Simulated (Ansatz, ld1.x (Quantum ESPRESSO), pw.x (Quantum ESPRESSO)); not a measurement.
From atom to crystal: RRKJ potential for N (Z = 7)

* Element: N
* Generator: ld1.x (Quantum ESPRESSO) 7.5
* Type: norm-conserving RRKJ (Kleinman–Bylander form)
* Functional: PBE
* Relativity: scalar-relativistic
* Frozen core: [He]
* Valence charge: 5
* Reference configuration: 2s2 2p2.5 (charge +0.5)
* Partial waves: 2s (bound): rc 1.05 bohr; 2p (bound): rc 2.00 bohr; 3d channel at 1.88 Ry: rc 1.60 bohr
* Local potential: all-electron potential smoothed inside 1.30 bohr (lloc = -1)
* Core correction: none
* rho0: 0.005

Crystal test: sc N in pw.x 7.5, no spin, 17³ k-points, Fermi–Dirac smearing 0.01 Ry, cutoffs 135/540 Ry. The reference is all-electron LAPW (Ansatz 0.2.0) with the same functional, mesh and smearing; V0 and B0 come from Birch–Murnaghan fits to the pressures at five volumes. Errors are pseudo minus all-electron; Δ is the rms difference of the E(V) curves that follow from these fits, minima aligned, over ±6 % about the mean V0. Mesh and smearing are coarse, so the numbers serve the comparison and aren't converged zero-temperature values; the lattice is a test structure that the element need not adopt. Spin polarisation is left out.

All-electron: a0 = 1.866 Å (V0 = 6.50 Å³/atom), B0 = 181.9 GPa.

Problem. How far does the potential miss the all-electron equation of state?

Solution. mean pressure error (GPa): +2.04; a0 (Å): 1.873; a0 error (%): +0.37; B0 error (%): -4.6; Δ (meV/atom): 2.8. The largest radius (2.00 bohr) exceeds half the bond length (1.78 bohr), so the spheres overlap, which is one possible source of error among others. Atomic configuration tests: 1 of 7 tests not solved or not reliable.

```json
{"V (Å³/atom)": "6.337", "P all-electron (GPa)": "4.71", "P pseudo (GPa)": "6.56"}
{"V (Å³/atom)": "6.503", "P all-electron (GPa)": "-0.18", "P pseudo (GPa)": "1.78"}
{"V (Å³/atom)": "6.670", "P all-electron (GPa)": "-4.61", "P pseudo (GPa)": "-2.54"}
{"V (Å³/atom)": "6.837", "P all-electron (GPa)": "-8.71", "P pseudo (GPa)": "-6.57"}
{"V (Å³/atom)": "7.003", "P all-electron (GPa)": "-12.52", "P pseudo (GPa)": "-10.33"}
```

Problem. At the middle volume, how do free energy and pressure move when the wave cutoff is lowered (ecutrho kept at four times it)?

Solution.

```json
{"cutoff (Ry)": "61", "shift of F (meV/atom)": "+491.5", "shift of P (GPa)": "-37.07"}
{"cutoff (Ry)": "81", "shift of F (meV/atom)": "+100.0", "shift of P (GPa)": "-11.64"}
{"cutoff (Ry)": "108", "shift of F (meV/atom)": "+5.9", "shift of P (GPa)": "-1.33"}
```

The run at the middle volume (165 k-points, 6 iterations) took about 16 s on one core of a shared host (Neoverse-V1, 32 threads, 247 GiB, load 25).
